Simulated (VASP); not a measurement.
# Ir (Fm-3m) in VASP: a series of runs, part 2 of 2

VASP 6.6.1. Earlier steps stand in the parts before.

### Step 4. Relaxation of the atoms, r2SCAN (a relaxed cell with its volume scaled by 0.96)

Contents of INCAR:

```
SYSTEM = Ir
  PREC = Accurate
  ENCUT = 600
  EDIFF = 1E-7
  ISMEAR = 1
  SIGMA = 0.1
  LREAL = .FALSE.
  LASPH = .TRUE.
  NELM = 80
  ALGO = Normal
  ISIF = 2
  LWAVE = .FALSE.
  LCHARG = .FALSE.
  METAGGA = R2SCAN
  LMIXTAU = .TRUE.
  IBRION = 2
  NSW = 40
  EDIFFG = -0.01
```

Contents of KPOINTS:

```
regular mesh
0
G
  16 16 16
  0 0 0
```

Contents of POSCAR:

```
Ir                                      
1.0
    0.0000000000      1.9007428670      1.9007428670
    1.9007428670      0.0000000000      1.9007428670
    1.9007428670      1.9007428670      0.0000000000
  Ir            
     1
Direct
     0.0000000000000000    0.0000000000000000    0.0000000000000000
```

Potentials or basis: VASP PAW PBE potentials, release 64 (Ir).

On the command line:

```console
cat potpaw_PBE.64/Ir/POTCAR > POTCAR
mpirun -np 1 vasp_std > vasp.out
```

OUTCAR:

```text
SYSTEM = Ir
   PREC = Accurate
   ENCUT = 600
   EDIFF = 1E-7
   ISMEAR = 1
   LREAL = .FALSE.
   LASPH = .TRUE.
   NELM = 80
   ISIF = 2
   METAGGA = R2SCAN
   IBRION = 2
   NSW = 40
   EDIFFG = -0.01

 ion  position               nearest neighbor table
   1  0.000  0.000  0.000-

  LATTYP: Found a face centered cubic cell.
 ALAT       =     3.8014857340

  Lattice vectors:

 A1 = (   0.0000000000,   1.9007428670,   1.9007428670)
 A2 = (   1.9007428670,   0.0000000000,   1.9007428670)
 A3 = (   1.9007428670,   1.9007428670,   0.0000000000)

Analysis of symmetry for initial positions (statically):
=====================================================================
 Subroutine PRICEL returns:
 Original cell was already a primitive cell.

 Routine SETGRP: Setting up the symmetry group for a
 face centered cubic supercell.

 Subroutine GETGRP returns: Found 48 space group operations
 (whereof 48 operations were pure point group operations)
[... 166 lines left out ...]

 val. band max:       10.6789878356   @ k =  -0.3125   0.3125   0.0625
 cond. band min:      10.7131187265   @ k =   0.3750   0.0625   0.0000
 fundamental gap:      0.0341308909
 Fermi energy:        10.7013915466

 k-point     1 :       0.0000    0.0000    0.0000
  band No.  band energies     occupation
      1      -1.1593      2.00000
      2       6.5203      2.00000
      3       6.5203      2.00000
      4       6.5203      2.00000
      5       9.3684      2.00000
      6       9.3684      2.00000
      7      25.7337      0.00000
      8      31.7857      0.00000
[... 243 lines left out ...]
 k-point    24 :      -0.0625    0.0625    0.0000
  band No.  band energies     occupation
      1      -0.6668      2.00000
      2       6.2320      2.00000
      3       6.7166      2.00000
      4       6.7734      2.00000
      5       9.0868      2.00000
      6       9.3969      2.00000
      7      26.5740      0.00000
      8      30.0211      0.00000

 [... further k-points ...]

------------------------ aborting loop because EDIFF is reached ----------------------------------------

  FORCE on cell =-STRESS in cart. coord.  units (eV):
  Direction    XX          YY          ZZ          XY          YZ          ZX
  --------------------------------------------------------------------------------------
  -------------------------------------------------------------------------------------
  Total        1.4641192      1.4641192      1.4641192      0.0000000      0.0000000      0.0000000
  in kB      170.7996215    170.7996215    170.7996215      0.0000000      0.0000000      0.0000000
  external PRESSURE =     170.7996215 kB  Pullay stress =       0.0000000 kB

 VOLUME and BASIS-vectors are now :
 -----------------------------------------------------------------------------
  energy-cutoff  :      600.00
  volume of cell :       13.73
      direct lattice vectors                 reciprocal lattice vectors
     0.000000000  1.900742867  1.900742867    -0.263055045  0.263055045  0.263055045
     1.900742867  0.000000000  1.900742867     0.263055045 -0.263055045  0.263055045
     1.900742867  1.900742867  0.000000000     0.263055045  0.263055045 -0.263055045

 POSITION                                       TOTAL-FORCE (eV/Angst)
 -----------------------------------------------------------------------------------
      0.00000      0.00000      0.00000         0.000000      0.000000      0.000000
 -----------------------------------------------------------------------------------
    total drift:                               -0.000000      0.000000     -0.000000

  FREE ENERGIE OF THE ION-ELECTRON SYSTEM (eV)
  ---------------------------------------------------
  free  energy   TOTEN  =       -52.3279275180 eV

  energy  without entropy=      -52.3273742175  energy(sigma->0) =      -52.32774308

 reached required accuracy - stopping structural energy minimisation
```

OSZICAR:

```text
N       E                     dE             d eps       ncg     rms          rms(c)
DAV:   1     0.576732388467E+01    0.57673E+01   -0.51111E+03  2320   0.121E+03
DAV:   2    -0.538164312857E+02   -0.59584E+02   -0.57851E+02  2336   0.225E+02
DAV:   3    -0.545729260370E+02   -0.75649E+00   -0.75489E+00  3320   0.351E+01
DAV:   4    -0.545779483207E+02   -0.50223E-02   -0.50216E-02  2912   0.207E+00
DAV:   5    -0.545779927610E+02   -0.44440E-04   -0.44441E-04  3496   0.129E-01    0.172E+01
DAV:   6    -0.518683370635E+02    0.27097E+01   -0.23734E+00  2632   0.197E+01    0.588E+00
DAV:   7    -0.521969610756E+02   -0.32862E+00   -0.25444E-01  2328   0.554E+00    0.362E+00
DAV:   8    -0.520705435509E+02    0.12642E+00   -0.27747E-01  2320   0.436E+00    0.971E-01
DAV:   9    -0.523245225270E+02   -0.25398E+00   -0.86830E-02  2336   0.227E+00    0.194E-01
DAV:  10    -0.523228722081E+02    0.16503E-02   -0.49664E-03  2720   0.717E-01    0.241E-01
DAV:  11    -0.523247129509E+02   -0.18407E-02   -0.23181E-03  2744   0.521E-01    0.973E-02
DAV:  12    -0.523278519907E+02   -0.31390E-02   -0.18162E-03  2568   0.396E-01    0.309E-02
DAV:  13    -0.523279222792E+02   -0.70288E-04   -0.12951E-04  3192   0.102E-01    0.192E-02
DAV:  14    -0.523279238992E+02   -0.16200E-05   -0.60026E-06  2672   0.225E-02    0.641E-03
DAV:  15    -0.523279265381E+02   -0.26390E-05   -0.45297E-06  2704   0.204E-02    0.397E-03
DAV:  16    -0.523279275683E+02   -0.10301E-05   -0.51460E-07  2488   0.736E-03    0.196E-03
DAV:  17    -0.523279275180E+02    0.50295E-07   -0.19090E-07  2088   0.495E-03
   1 F= -.52327928E+02 E0= -.52327743E+02  d E =-.523279E+02
```

Wall time 75 s (1 thread of Intel Xeon Platinum 8259CL at 2.50GHz (Skylake/Cascade Lake), shared host); peak memory 0.17 GiB.

What came out:

* Free energy: -52.3279 eV
* Pressure after relaxing: 17.1 GPa
* Band gap on the k mesh: none (metal or under the smearing width)

Final structure:
```
Ir
1.0
     0.00000    1.90074    1.90074
     1.90074    0.00000    1.90074
     1.90074    1.90074    0.00000
Ir
1
Direct
  0.00000 0.00000 0.00000
```

Caveat: the relaxation stopped at its first step, so nothing moved; the PAW data sets were made with another functional, which shifts forces and pressure a little.

### Step 5. Relaxation of the atoms, r2SCAN (a relaxed cell with its volume scaled by 0.98)

INCAR is that of step 4.

KPOINTS is that of step 4.

Contents of POSCAR:

```
Ir                                      
1.0
    0.0000000000      1.9138518528      1.9138518528
    1.9138518528      0.0000000000      1.9138518528
    1.9138518528      1.9138518528      0.0000000000
  Ir            
     1
Direct
     0.0000000000000000    0.0000000000000000    0.0000000000000000
```

On the command line:

```console
cat potpaw_PBE.64/Ir/POTCAR > POTCAR
mpirun -np 1 vasp_std > vasp.out
```

Wall time 73 s (1 thread of Intel Xeon Platinum 8259CL at 2.50GHz (Skylake/Cascade Lake), shared host); peak memory 0.17 GiB.

Results (log left out):

| Property | Result |
| --- | --- |
| Free energy | -52.3501 eV |
| Pressure after relaxing | 8.0 GPa |
| Band gap on the k mesh | none (metal or under the smearing width) |

Final structure:
```cif
data_structure
_symmetry_space_group_name_H-M 'P 1'
_symmetry_Int_Tables_number 1
_cell_length_a 2.7066
_cell_length_b 2.7066
_cell_length_c 2.7066
_cell_angle_alpha 60.000
_cell_angle_beta 60.000
_cell_angle_gamma 60.000
_cell_volume 14.02
loop_
_atom_site_label
_atom_site_type_symbol
_atom_site_fract_x
_atom_site_fract_y
_atom_site_fract_z
_atom_site_occupancy
Ir1 Ir 0.00000 0.00000 0.00000 1
```

Levels at points of the mesh, in eV from the Fermi level:
```csv
k point,band 1,band 2,band 3,band 4,band 5,band 6,band 7,band 8
"(0.00, 0.00, 0.00)",-11.63,-4.05,-4.05,-4.05,-1.30,-1.30,15.08,21.01
"(0.50, 0.00, 0.00)",-8.51,-4.21,-4.21,-0.72,0.96,0.96,7.77,14.71
"(0.50, 0.50, 0.00)",-8.32,-7.73,0.87,1.61,1.61,1.79,11.21,12.38
```

Caveat: the relaxation stopped at its first step, so nothing moved; the PAW data sets were made with another functional, which shifts forces and pressure a little. The run has no spin-orbit coupling, so splittings on Ir are missing.

### Step 6. Summary

```csv
task,cell,gap on the mesh (eV),pressure (GPa)
relaxation of cell and atoms,relaxed,none,0.0
relaxation of the atoms,atoms relaxed from: a relaxed cell with its volume scaled by 0.94,none,27.3
relaxation of the atoms,atoms relaxed from: a relaxed cell with its volume scaled by 0.96,none,17.1
relaxation of the atoms,atoms relaxed from: a relaxed cell with its volume scaled by 0.98,none,8.0
```

Alike in all rows: level r2SCAN; potentials or basis VASP PAW PBE potentials, release 64 (Ir); no spin polarisation; k mesh 16 × 16 × 16; cutoff (eV) 600; smearing methfessel-paxton 0.1 eV.

Caveats: the relaxation stopped at its first step, so nothing moved; the PAW data sets were made with another functional, which shifts forces and pressure a little.

Absolute energies hang on the potentials; compare differences alone.
